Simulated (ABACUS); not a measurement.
# Bi2Se3 (Paraguanajuatite): equation of state with LDA

Crystal: Bi2Se3 (Paraguanajuatite).

```xyz
5
Lattice="2.0715 1.1960 9.5453 -2.0715 1.1960 9.5453 0.0000 -2.3920 9.5453" Properties=species:S:1:pos:R:3 pbc="T T T"
Bi    0.0000    0.0000   17.1587
Bi    0.0000    0.0000   11.4773
Se    0.0000    0.0000   22.5738
Se    0.0000    0.0000    6.0622
Se    0.0000    0.0000    0.0000
```

```yaml
Program: ABACUS 3.10.1
Task: equation of state
Functional: LDA
Potentials_or_basis: PseudoDojo NC SR 0.4.1 PBE standard
Cutoff: 1361 eV
Density_cutoff: 5442 eV
Basis: DZP LCAO (the cutoffs set its grid)
k_mesh: 6 × 6 × 6
Occupations: fermi-dirac, width 0.05 eV
Spin: no spin polarisation
Radial_cutoff_of_the_potentials_pseudo_rcut: 7 bohr
Orbital_files: Bi Bi_confined-atom_8au_2s2p2d.orb, Se Se_confined-atom_7au_2s2p2d.orb
SCF_threshold_on_the_density: 1e-07
Max_SCF_steps: 100
Eigensolver: genelpa
Mixing: broyden
Mixing_share: 0.7
Symmetry_key: 1
Bands: 47
```

- Equilibrium volume: 28.07 Å³/atom
- Bulk modulus at fixed shape and positions: 66 GPa
- Pressure derivative of the bulk modulus: 4.5 (rough: it moves with the points fitted)

Energy against volume, from the lowest point:
```csv
volume (Å³/atom),energy (meV/atom)
26.675,15.34
27.810,0.00
28.946,4.79
30.081,25.68
```

All runs of the series together: 2.2 min on 4 threads of AMD EPYC 7R43 64-Core Processor (Zen 3), on a shared host.

Caveat: the atomic orbitals were generated for these runs and aren't a published set; the cell was scaled at fixed shape and fractional positions, which overstates the stiffness of a crystal with free parameters, most of all of layers and chains; the potentials were made for another functional, which shifts forces and pressure; the basis of atomic orbitals isn't converged, which shifts pressures, moduli and gaps.
